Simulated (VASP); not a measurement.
Write the native input for VASP 6.6.1 that does the following.

| Property | Result |
| --- | --- |
| Task | band structure |
| Functional | r2SCAN |
| Potentials or basis | VASP PAW PBE potentials, release 64 (C) |
| Cutoff | 520 eV |
| k mesh | 12 × 12 × 3 |
| Occupations | fermi-dirac, width 0.05 eV |
| Spin | no spin polarisation |
| Further INCAR settings | ALGO = Normal; EDIFF = 1e-07; NBANDS = 36 |

The structure of C lies in POSCAR:

```
C
1.0
    2.5221000000      0.0000000000      0.0000000000
   -1.2610500000      2.1842026709      0.0000000000
    0.0000000000      0.0000000000     12.3557000000
C
12
Direct
    0.6666666667      0.3333333333      0.3541700000
    0.3333333333      0.6666666667      0.8541700000
    0.6666666667      0.3333333333      0.1458300000
    0.3333333333      0.6666666667      0.6458300000
    0.6666666667      0.3333333333      0.4791700000
    0.3333333333      0.6666666667      0.9791700000
    0.6666666667      0.3333333333      0.0208300000
    0.3333333333      0.6666666667      0.5208300000
    0.0000000000      0.0000000000      0.8125000000
    0.0000000000      0.0000000000      0.3125000000
    0.0000000000      0.0000000000      0.6875000000
    0.0000000000      0.0000000000      0.1875000000
```

This is a hexagonal form of diamond, not graphite.

These files were run (other wordings do the same):

INCAR

```
SYSTEM = C
PREC     = Accurate       ! precision mode
ENCUT    = 520            ! plane-wave cutoff, eV
EDIFF    = 1E-7           ! SCF threshold, eV
ISMEAR   = -1             ! smearing method
SIGMA    = 0.05           ! smearing width, eV
LREAL    = .FALSE.        ! projectors in reciprocal space
LASPH    = .TRUE.         ! aspherical terms in the spheres
NELM     = 100            ! most SCF steps
ALGO     = Normal         ! electronic algorithm
ISIF     = 2              ! what is computed and relaxed
LWAVE    = .FALSE.        ! write WAVECAR
LCHARG   = .FALSE.        ! write CHGCAR
METAGGA  = R2SCAN         ! meta-GGA
LMIXTAU  = .TRUE.       
NBANDS   = 36             ! bands
```

KPOINTS

```
Automatic mesh
0
G
  12 12 3
  0 0 0
```

KPOINTS_OPT

```
path GMKGALHA,LM,KH
20
line-mode
reciprocal
 0.0000000000  0.0000000000  0.0000000000  G
 0.5000000000  0.0000000000  0.0000000000  M

 0.5000000000  0.0000000000  0.0000000000  M
 0.3333333333  0.3333333333  0.0000000000  K

 0.3333333333  0.3333333333  0.0000000000  K
 0.0000000000  0.0000000000  0.0000000000  G

 0.0000000000  0.0000000000  0.0000000000  G
 0.0000000000  0.0000000000  0.5000000000  A

 0.0000000000  0.0000000000  0.5000000000  A
 0.5000000000  0.0000000000  0.5000000000  L

 0.5000000000  0.0000000000  0.5000000000  L
 0.3333333333  0.3333333333  0.5000000000  H

 0.3333333333  0.3333333333  0.5000000000  H
 0.0000000000  0.0000000000  0.5000000000  A

 0.5000000000  0.0000000000  0.5000000000  L
 0.5000000000  0.0000000000  0.0000000000  M

 0.3333333333  0.3333333333  0.0000000000  K
 0.3333333333  0.3333333333  0.5000000000  H
```

Potentials or basis: VASP PAW PBE potentials, release 64 (C).

The run is started by

```console
$ cat potpaw_PBE.64/C/POTCAR > POTCAR
$ mpirun -np 1 vasp_std > vasp.out
```

It gave:

| Property | Result |
| --- | --- |
| Pressure | -1.0 GPa |
| Largest force | 0.344 eV/Å |
| Band gap on the k mesh | 4.57 eV, indirect (least direct gap 5.53 eV) |
| Band gap along the path | 4.55 eV, indirect (least direct gap 5.53 eV) |

Caveat: the PAW data sets were made with another functional, which shifts forces and pressure a little.

Run time: 26 min on 1 thread of AMD EPYC 7R43 64-Core Processor (Zen 3) (shared host), peak memory 0.23 GiB.
